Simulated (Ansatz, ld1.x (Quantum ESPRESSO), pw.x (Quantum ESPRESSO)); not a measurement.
## osmium: one change to the TM potential, in the atom and in the fcc crystal

| Item | Value |
| --- | --- |
| Element | osmium |
| Generator | ld1.x (Quantum ESPRESSO) 7.5 |
| Type | norm-conserving Troullier–Martins (Kleinman–Bylander form) |
| Functional | PBE |
| Relativity | scalar-relativistic |
| Frozen core | [Xe] 4f14 |
| Valence charge | 8 |
| Reference configuration | 5d6 6s1.5 6p0.5 |
| Partial waves | 6s (bound): rc 1.90 bohr; 6p (bound): rc 3.25 bohr; 5d (bound): rc 2.30 bohr |
| Local potential | all-electron potential smoothed inside 2.25 bohr (lloc = -2) |
| Core correction | Bessel-smoothed model core inside 1.60 bohr |

Change: wave 5d (bound): rc 2.30 bohr becomes 5d (bound): rc 3.54 bohr.

Cutoffs, loose and tight: the cutoffs (Ry, on a coarse ladder) from which the occupation-weighted sum of valence levels, in a spherical-Bessel basis at the reference potential, stays within 10 and 1 mRy of its value at 400 Ry. They do not see the model core or the augmentation charge, which bear on the density cutoff. Test errors are all-electron minus pseudo excitation energies from the reference, over the configurations 5d6 6s2 6p0; 5d6 6s1 6p0; 5d6 6s0 6p0; 5d7 6s1 6p0; 5d4 6s0 6p0; 5d6.5 6s1.5 6p0; 5d6 6s0 6p1; variants that change the core or the reference have their own tests.

Crystal test: fcc Os in pw.x 7.5, no spin, 15³ k-points, Fermi–Dirac smearing 0.01 Ry, cutoffs set for each file from its atomic test. The reference is all-electron LAPW (Ansatz 0.2.0) with the same functional, mesh and smearing; V0 and B0 come from Birch–Murnaghan fits to the pressures at five volumes. Errors are pseudo minus all-electron; Δ is the rms difference of the E(V) curves that follow from these fits, minima aligned, over ±6 % about the mean V0. Mesh and smearing are coarse, so the numbers serve the comparison and aren't converged zero-temperature values; the lattice is a test structure that the element need not adopt.

All-electron: a0 = 3.856 Å (V0 = 14.34 Å³/atom), B0 = 387.2 GPa.

Question: Does the change bring the crystal closer to the all-electron result?

Answer: The mean pressure error goes from -2.12 to -0.70 GPa, so the change moves the solid closer to the all-electron pressures. The B0 error goes the other way, from +0.1 to -1.9 %.

| quantity | base | changed |
| --- | --- | --- |
| outcome (atom) | generated | generated |
| cutoff, loose (atom) | 35 Ry | 21 Ry |
| cutoff, tight (atom) | 60 Ry | 45 Ry |
| bound ghosts (atom) | none | none |
| largest test error (meV) (atom) | -506 | -72 over the solved tests; 1 of 7 tests not solved or not reliable |
| cutoffs in pw.x (Ry) | 75/300 | 55/220 |
| a0 (Å) | 3.849 | 3.854 |
| a0 error (%) | -0.18 | -0.06 |
| B0 error (%) | +0.1 | -1.9 |
| Δ (meV/atom) | 6.6 | 2.2 |
| mean pressure error (GPa) | -2.12 | -0.70 |

Base: The largest radius (3.25 bohr) exceeds half the bond length (2.58 bohr), so the spheres overlap, which is one possible source of error among others. The logarithmic derivative shows an extra or strongly shifted pseudo pole above the reference energy (s near 1.27 Ry). Changed file: The largest radius (3.54 bohr) exceeds half the bond length (2.58 bohr), so the spheres overlap, which is one possible source of error among others. Atomic configuration tests: 1 of 7 tests not solved or not reliable. The logarithmic derivative shows an extra or strongly shifted pseudo pole above the reference energy (s near 1.17 Ry).
